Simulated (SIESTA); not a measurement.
**Tl under changes of volume**

One of the cells (30.533 Å³/atom); the others are scaled copies at fixed shape and fractional positions:

```
Tl
1.0
    -1.96895    1.96895    1.96895
     1.96895   -1.96895    1.96895
     1.96895    1.96895   -1.96895
Tl
1
Direct
  0.00000 0.00000 0.00000
```

This isn't the form of Tl at room conditions, which is hcp.

* Program: SIESTA 5.4.2
* Functional: PBE
* Potentials or basis: PseudoDojo 0.4 standard (PBE files)
* Basis: DZP (energy shift 0.002 Ry; radii capped at 9.5 bohr)
* Grid cutoff: 500 Ry
* Energy shift: 0.002 Ry
* k mesh: 10 × 10 × 10
* Occupations: fermi-dirac, width 0.05 eV
* Spin: no spin polarisation

```tsv
volume (Å³/atom)	energy over the lowest point (meV/atom)	pressure (GPa)
28.138	?	?
28.737	27.18	2.9
29.335	17.49	2.3
30.533	4.80	1.2
31.131	1.44	0.6
31.730	0.00	0.1
```

Q: What does the run at 28.138 Å³/atom give?

A: Energy over the lowest point 39.61 meV/atom; pressure 3.7 GPa.

Worked out: A Birch-Murnaghan fit of order 3 (a polynomial in V^(-2/3)) to the other rows has its minimum at 31.94 Å³/atom, just outside them, with B0 = V·E''(V) = 24 GPa (rough, since the energies scatter). It gives 39.30 meV/atom at 28.138 Å³/atom, against the run's 39.61, and -dE/dV = 3.6 GPa, against 3.7.

Energies are extrapolated to zero smearing.

Caveats: semicore shells carry a single zeta, which can move pressures by several GPa and volumes by a few percent; the basis of atomic orbitals isn't converged, which shifts pressures, moduli and gaps.
